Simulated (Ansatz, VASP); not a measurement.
## Two plane-wave programs on I

The input INCAR:

```
SYSTEM = I
PREC = Accurate ; ENCUT = 520
EDIFF = 1E-6 ; ISMEAR = 0
SIGMA = 0.1 ; LREAL = .FALSE.
LASPH = .TRUE. ; NELM = 100
ALGO = Normal ; ISIF = 2
LWAVE = .FALSE. ; LCHARG = .TRUE.
GGA = PS ; LELF = .TRUE.
LVHAR = .TRUE. ; NBANDS = 10
```

File KPOINTS:

```
Automatic mesh
0
G
  10 10 14
  0 0 0
```

POSCAR

```
I
1.0
    2.8119721070     -3.7326013329      0.0217030856
    2.5894263458      3.5801990043     -0.0221092211
   -1.7247364794      0.0345863746      2.4501126260
I
1
Direct
    0.5000000000      0.5000000000      0.5000000000
```

Input for Ansatz:

```yaml
crystal:
  lattice:
    - [2.811972107, -3.7326013329, 0.0217030856]
    - [2.5894263458, 3.5801990043, -0.0221092211]
    - [-1.7247364794, 0.0345863746, 2.450112626]
  atoms:
    - { symbol: I, position: [0.5, 0.5, 0.5] }
basis:
  ecutwfc: 420
kpoints:
  mp_grid: { grid: [10, 10, 14] }
hamiltonian:
  xc: pbesol
scf:
  occupations: { method: gaussian, width: 0.1 }
output:
  forces: true
  stress: true
  eigenvalues: true
```

Alike in both runs: task single point; functional PBEsol; k mesh 10 × 10 × 14; occupations gaussian, width 0.1 eV; no spin polarisation.

|  | VASP | Ansatz |
| --- | --- | --- |
| version | VASP 6.6.1 | Ansatz 0.2.0 |
| potentials or method | VASP PAW PBE potentials, release 64 (I) | scalar-relativistic, plane waves, PAW |
| plane-wave cutoff (eV) | 520 | 420 |
| valence electrons in the cell | 7 | 17 |

```tsv
	VASP	Ansatz	Ansatz less VASP
gap on the k mesh at the Fermi level (eV)	none	none	-
pressure (GPa)	-1.7	-1.7	+0.01
largest component of the traceless stress (GPa)	1.34	1.33	-0.009
```

A gap of «none» marks a metal or a gap that the smearing closes. The two sets of potentials don't hold the same shells in valence.

Caveats: the PAW data sets were made with another functional, which shifts forces and pressure a little (VASP); an odd number of electrons without spin polarisation forces a metal; a magnetic or distorted state may lie lower. The runs have no spin-orbit coupling, so splittings on I are missing.
